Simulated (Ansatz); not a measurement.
# TaN: pressure against volume

Aim: scale the cell of TaN up and down at fixed shape and fractional positions, and get the equilibrium volume and bulk modulus with LAPW, PAW and all-electron datasets made for the crystal.

Method: DFT PBE, scalar-relativistic, in Ansatz 0.2.0.

### 1 The structure to begin with

Symmetry: P-6m2, No. 187, hexagonal system. Conventional cell: a = 2.938 Å, b = 2.938 Å, c = 2.883 Å, α = 90.00°, β = 90.00°, γ = 120.00°. Ta (site symmetry -6m2) has 6 N at 2.23 Å as nearest neighbours. N (site symmetry -6m2) has 6 Ta at 2.23 Å as nearest neighbours.

Coordinates:

```cif
data_structure
_symmetry_space_group_name_H-M 'P-6m2'
_symmetry_Int_Tables_number 187
_cell_length_a 2.9380
_cell_length_b 2.9380
_cell_length_c 2.8830
_cell_angle_alpha 90.000
_cell_angle_beta 90.000
_cell_angle_gamma 120.000
_cell_volume 21.55
loop_
_atom_site_label
_atom_site_type_symbol
_atom_site_symmetry_multiplicity
_atom_site_Wyckoff_symbol
_atom_site_fract_x
_atom_site_fract_y
_atom_site_fract_z
_atom_site_occupancy
Ta1 Ta 1 b 0.00000 0.00000 0.50000 1
N1 N 1 e 0.66667 0.33333 0.00000 1
```

The file gives the conventional cell by its symmetry; the runs use the cell typed in the input.

Structure: COD 1538016, as refined from experiment and not relaxed.

Atoms are numbered in the order of the input: Ta1, N2.

### 2 Volume × 0.96, LAPW

Input file input.yaml:

```yaml
crystal:
  lattice:
    - [2.8982913036, 0.0, 0.0]
    - [-1.4491456518, 2.5099938965, 0.0]
    - [0.0, 0.0, 2.8440357641]
  atoms:
    - { symbol: Ta, position: [0.3333333333, 0.6666666667, 0.5] }
    - { symbol: "N", position: [0.0, 0.0, 0.0] }
kpoints:
  mp_grid: { grid: [12, 12, 10] }
scf:
  occupations: { method: fermi_dirac, width: 0.02 }
hamiltonian:
  xc: pbe
  pseudopotentials: { kind: all_electron, lapw: { basis_error: 0.00025 } }
output:
  forces: true
  stress: true
  eigenvalues: true
```

### 3 Volume × 0.96, PAW

Changes to input.yaml since step 2:

```diff
@@ -14,3 +14,3 @@
   xc: pbe
-  pseudopotentials: { kind: all_electron, lapw: { basis_error: 0.00025 } }
+  pseudopotentials: { kind: paw }
 output:
@@ -19 +19,2 @@
   eigenvalues: true
+  efg: { contact_densities: true }
```

### 4 Volume × 0.96, crystal datasets

Changes to input.yaml since step 3:

```diff
@@ -14,3 +14,3 @@
   xc: pbe
-  pseudopotentials: { kind: paw }
+  pseudopotentials: { kind: all_electron, datasets: crystal }
 output:
```

### 5 Volume × 0.98, LAPW

Input file input.yaml:

```yaml
crystal:
  lattice:
    - [2.9182801511, 0.0, 0.0]
    - [-1.4591400756, 2.5273047463, 0.0]
    - [0.0, 0.0, 2.8636504237]
  atoms:
    - { symbol: Ta, position: [0.3333333333, 0.6666666667, 0.5] }
    - { symbol: "N", position: [0.0, 0.0, 0.0] }
kpoints:
  mp_grid: { grid: [12, 12, 10] }
scf:
  occupations: { method: fermi_dirac, width: 0.02 }
hamiltonian:
  xc: pbe
  pseudopotentials: { kind: all_electron, lapw: { basis_error: 0.00025 } }
output:
  forces: true
  stress: true
  eigenvalues: true
```

### 6 Volume × 0.98, PAW

Changes to input.yaml since step 5:

```diff
@@ -14,3 +14,3 @@
   xc: pbe
-  pseudopotentials: { kind: all_electron, lapw: { basis_error: 0.00025 } }
+  pseudopotentials: { kind: paw }
 output:
@@ -19 +19,2 @@
   eigenvalues: true
+  efg: { contact_densities: true }
```

### 7 Volume × 1.02, LAPW

Input file input.yaml:

```yaml
crystal:
  lattice:
    - [2.9574563715, 0.0, 0.0]
    - [-1.4787281858, 2.5612323484, 0.0]
    - [0.0, 0.0, 2.9020932717]
  atoms:
    - { symbol: Ta, position: [0.3333333333, 0.6666666667, 0.5] }
    - { symbol: "N", position: [0.0, 0.0, 0.0] }
kpoints:
  mp_grid: { grid: [12, 12, 10] }
scf:
  occupations: { method: fermi_dirac, width: 0.02 }
hamiltonian:
  xc: pbe
  pseudopotentials: { kind: all_electron, lapw: { basis_error: 0.00025 } }
output:
  forces: true
  stress: true
  eigenvalues: true
```

### 8 Volume × 1.02, PAW

Changes to input.yaml since step 7:

```diff
@@ -14,3 +14,3 @@
   xc: pbe
-  pseudopotentials: { kind: all_electron, lapw: { basis_error: 0.00025 } }
+  pseudopotentials: { kind: paw }
 output:
@@ -19 +19,2 @@
   eigenvalues: true
+  efg: { contact_densities: true }
```

### 9 Volume × 1.04, LAPW

Input file input.yaml:

```yaml
crystal:
  lattice:
    - [2.9766611718, 0.0, 0.0]
    - [-1.4883305859, 2.5778641933, 0.0]
    - [0.0, 0.0, 2.9209385612]
  atoms:
    - { symbol: Ta, position: [0.3333333333, 0.6666666667, 0.5] }
    - { symbol: "N", position: [0.0, 0.0, 0.0] }
kpoints:
  mp_grid: { grid: [12, 12, 10] }
scf:
  occupations: { method: fermi_dirac, width: 0.02 }
hamiltonian:
  xc: pbe
  pseudopotentials: { kind: all_electron, lapw: { basis_error: 0.00025 } }
output:
  forces: true
  stress: true
  eigenvalues: true
```

### 10 Volume × 1.04, PAW

Changes to input.yaml since step 9:

```diff
@@ -14,3 +14,3 @@
   xc: pbe
-  pseudopotentials: { kind: all_electron, lapw: { basis_error: 0.00025 } }
+  pseudopotentials: { kind: paw }
 output:
@@ -19 +19,2 @@
   eigenvalues: true
+  efg: { contact_densities: true }
```

### 11 Volume × 1.04, crystal datasets

Changes to input.yaml since step 10:

```diff
@@ -14,3 +14,3 @@
   xc: pbe
-  pseudopotentials: { kind: paw }
+  pseudopotentials: { kind: all_electron, datasets: crystal }
 output:
```

(Steps that only read results are left out.)

Q: Predict the outcome of this session. Wanted: equilibrium volume; bulk modulus (for each run or level that gives them).

As calculated:

| quantity | value |
| --- | --- |
| equilibrium volume (LAPW) | 10.928 Å³/atom |
| bulk modulus (LAPW) | 335 GPa |
| its pressure derivative (LAPW) | 4.3 |
| equilibrium volume (PAW) | 10.922 Å³/atom |
| bulk modulus (PAW) | 338 GPa |
| its pressure derivative (PAW) | 4.3 |

**Reading.** A third-order Birch-Murnaghan fit to the LAPW pressures puts zero pressure at 10.93 Å³/atom, +1.4 % from the given cell, with a bulk modulus of 335 GPa. Shape and positions are held, so a fully relaxed modulus can be lower. PAW's volume lies -0.06 % and its modulus +1.0 % from LAPW's. No thermal or zero-point expansion is included. Spin-orbit coupling is left out, though the cell holds Ta; in elements this heavy it can shift bands and gaps by tenths of an eV.
